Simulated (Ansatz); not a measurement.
# SnGe5: the cost of one run

Computed with Ansatz 0.2.0 (DFT PBE, scalar-relativistic, plane waves, PAW, unless a step's input says otherwise).

## Step 1: The starting structure

Symmetry: P-3m1, No. 164, trigonal system. Conventional cell: a = 3.084 Å, b = 3.084 Å, c = 15.110 Å, α = 90.00°, β = 90.00°, γ = 120.00°. Sn (site symmetry -3m) has 6 Sn at 3.08 Å and 6 Ge at 3.08 Å as nearest neighbours. Ge (site symmetry 3m) is surrounded by 12 Ge at 3.08 Å. Ge (site symmetry -3m) has 12 Ge at 3.08 Å as nearest neighbours. Ge (site symmetry 3m) has 9 Ge at 3.08 Å and 3 Sn at 3.08 Å as nearest neighbours.

Coordinates:

```cif
data_structure
_symmetry_space_group_name_H-M 'P 1'
_symmetry_Int_Tables_number 1
_cell_length_a 3.0844
_cell_length_b 3.0844
_cell_length_c 15.1104
_cell_angle_alpha 90.000
_cell_angle_beta 90.000
_cell_angle_gamma 120.000
_cell_volume 124.49
loop_
_atom_site_label
_atom_site_type_symbol
_atom_site_fract_x
_atom_site_fract_y
_atom_site_fract_z
_atom_site_occupancy
Sn1 Sn 0.00000 0.00000 0.00000 1
Ge1 Ge 0.66667 0.33333 0.66667 1
Ge2 Ge 0.00000 0.00000 0.50000 1
Ge3 Ge 0.33333 0.66667 0.33333 1
Ge4 Ge 0.66667 0.33333 0.16667 1
Ge5 Ge 0.33333 0.66667 0.83333 1
```

The start is an ordering of an alloy on its end members' structure types: elements ordered on the sites of the Au type, Ge/Sn on Au (P-3m1, No. 164).

## Step 2: Probe: one point on a coarse mesh

Input file input.yaml:

```yaml
crystal:
  lattice:
    - [3.08439539, 0.0, 0.0]
    - [-1.5421977, 2.67116476, 0.0]
    - [0.0, 0.0, 15.11038975]
  atoms:
    - { symbol: Sn, position: [0.0, 0.0, 0.0] }
    - { symbol: Ge, position: [0.66666667, 0.33333333, 0.66666667] }
    - { symbol: Ge, position: [0.0, 0.0, 0.5] }
    - { symbol: Ge, position: [0.33333333, 0.66666667, 0.33333333] }
    - { symbol: Ge, position: [0.66666667, 0.33333333, 0.16666667] }
    - { symbol: Ge, position: [0.33333333, 0.66666667, 0.83333333] }
basis:
  ecutwfc: 420
kpoints:
  mp_grid: { grid: [6, 6, 1] }
hamiltonian:
  xc: pbe
scf:
  occupations: { method: gaussian, width: 0.1 }
  lower_state_search: "off"
output:
  forces: true
  stress: true
  eigenvalues: true
```

Run with:

```bash
> ansatz run input.yaml --threads 1 --pin off --max-ram 2560MiB --backend cpu --events-out ev --progress --plain --runs-dir out
```

What time and memory should one allow on 1 thread of Intel Xeon 6975P-C (Granite Rapids), shared host?

About 1.8 s, with a peak of 0.43 GiB.
